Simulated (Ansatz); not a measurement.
Runs of Ansatz 0.2.0 on CaO. Symmetry: Fm-3m, No. 225, cubic system. The conventional cell has a = 4.807 Å, b = 4.807 Å, c = 4.807 Å, α = 90.00°, β = 90.00°, γ = 90.00°. Ca (site symmetry m-3m) has 6 O at 2.40 Å as nearest neighbours. Around O (site symmetry m-3m) lie 6 Ca at 2.40 Å. The cell is a database's computed one.

| task | level | potentials or basis | spin | cell | k mesh | cutoff (eV) | smearing | driver | points for each segment of the path | other keys | mesh quality | gap on the mesh (eV) | pressure (GPa) |
| --- | --- | --- | --- | --- | --- | --- | --- | --- | --- | --- | --- | --- | --- |
| projected density of states | PBE0+D3(BJ)+ATM | as the typed override names | non-collinear, program default start, SOC | as given | 6 × 6 × 6 | 420 | methfessel-paxton 0.005 eV | chain | - | hamiltonian.pseudopotentials = kind paw_fr; … | not flagged | 6.04 | -3.9 |
| single point | r2SCAN+rVV10 | Ansatz PAW earlier set | off | as given | 10 × 10 × 10 | 1050 | tetrahedron | - | - | - | not flagged | 4.17 | -2.0 |
| band structure | revPBE | PseudoDojo standard | off | as given | 6 × 6 × 6 | 550 | fermi-dirac 0.15 eV | chain | 4 | basis.ecutwfc = 550 eV; kpoints.mp_grid.shift = [0.5, 0.5, 0.5]; … | not flagged | 4.14 | 4.0 |
| density of states | PBE-EpsX | JTH PAW | off | as given | 5 × 5 × 5 | 1380 | gaussian 0.01 eV | chain | - | - | coarse | (c) | -0.8 |
| band structure | RPBE | PseudoDojo standard | off | volume scaled by 0.8 | 7 × 7 × 7 | 1143 | fixed | chain | 4 | hamiltonian.xc = rpbe; scf.n_extra_bands = 16; basis.xc_grid = 3 | not flagged | (a) | 45.9 |
| Born charges and dielectric tensor | r2SCAN+D4 | JTH PAW | off | as given | 10 × 10 × 10 | 1380 | fixed | chain | - | - | not flagged | (b) | - |
| density of states | revPBE+D3(BJ) | Ansatz PAW accurate | off | atoms moved at random, drawn with an rms of 0.02 Å | 7 × 7 × 7 | 900 | fermi-dirac 0.01 eV | chain | - | basis.ecutrho_ratio = 4 | not flagged | 3.83 | -1.7 |
| single point | r2SCAN+rVV10 | Ansatz PAW earlier set | off | as given | 10 × 10 × 10 | 1050 | tetrahedron | chain | - | - | not flagged | 4.17 | -2.0 |

**Question.** Estimate the missing entries.

**Answer.** (a) 3.71; (b) 4.20; (c) 6.39.

Caveats: some runs use coarse meshes; the potentials were made for another functional, which shifts forces and pressure (some runs); the thresholds are loose for stress (some runs); with tetrahedron occupations forces and stress needn't match the slope of the energy (some runs); the k mesh misses the band edges, so the gap on the mesh is wider than the one along the path (some runs); odd divisions of the mesh miss points on the zone boundary, where band edges often lie, so the gap on the mesh can be too wide (some runs); the PAW data sets come from PBE, with cores solved anew for the run's functional, which leaves a small shift of forces and pressure (some runs); the pressure holds a Pulay correction of +52.4 GPa for the finite cutoff (some runs).
